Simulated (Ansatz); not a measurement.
Planning a run of Ansatz 0.2.0 on As (honeycomb bilayer). The input:

```yaml
crystal:
  lattice:
    - [3.614021696, 0.0, 0.0]
    - [-1.807010848, 3.1298345985, 0.0]
    - [0.0, 0.0, 34.1]
  atoms:
    - { symbol: As, position: [0.3333333333, 0.6666666667, 0.4606872782] }
    - { symbol: As, position: [0.6666666667, 0.3333333333, 0.4201710997] }
    - { symbol: As, position: [0.0, 0.0, 0.5798289003] }
    - { symbol: As, position: [0.6666666667, 0.3333333333, 0.5394617589] }
  periodic: [true, true, false]
kpoints:
  mp_grid: { grid: [6, 6, 1] }
  band_path:
    path:
      - [0.0, 0.0, 0.0]
      - [0.5, 0.0, 0.0]
      - [0.3333333333, 0.3333333333, 0.0]
      - [0.0666666667, 0.0666666667, 0.0]
      - [0.35, 0.0, 0.0]
    npoints: 1
hamiltonian:
  xc: pbe
  pseudopotentials: { kind: paw_fr, azcp: { folder: soft_1 } }
scf:
  occupations: { method: fermi_dirac, width: 0.02 }
  n_extra_bands: 10
magnetization:
  noncollinear: true
  spin_orbit: true
output:
  eigenvalues: true
  forces: true
  stress: true
```

```sh
ansatz run input.yaml --threads 4 --pin off --max-ram 17510MiB --backend cpu --events-out ev --progress --plain --runs-dir out
```

Question: How long will it take on 4 threads of Arm Neoverse V1, shared host, and how much memory?

It took 30 s; on shared hardware allow 15 s to 61 s. Peak host memory was 2.1 GiB. The sizes that set the cost: 7433 plane waves a state, 7 irreducible k points and 10 SCF cycles.

[Paths, hosts, dates, memory and timing lines, banners, echoed tables and standing remarks are left out of the program output.]

[Logs are printed without paths, hosts, clocks, repeated set-up lines and the standing remarks that a program may print on its own settings, such as how far it seeks lower states.]

[Runs of the session that timed out or met a known fault of the program may be left out.]

[Cells called generated may have been cut or substituted from an entry of the Crystallography Open Database or the Materials Project.]

[Hosts, paths, dates, database ids (printed as entryN), source tags and the programs' standing remarks are cut or masked in the printed files.]
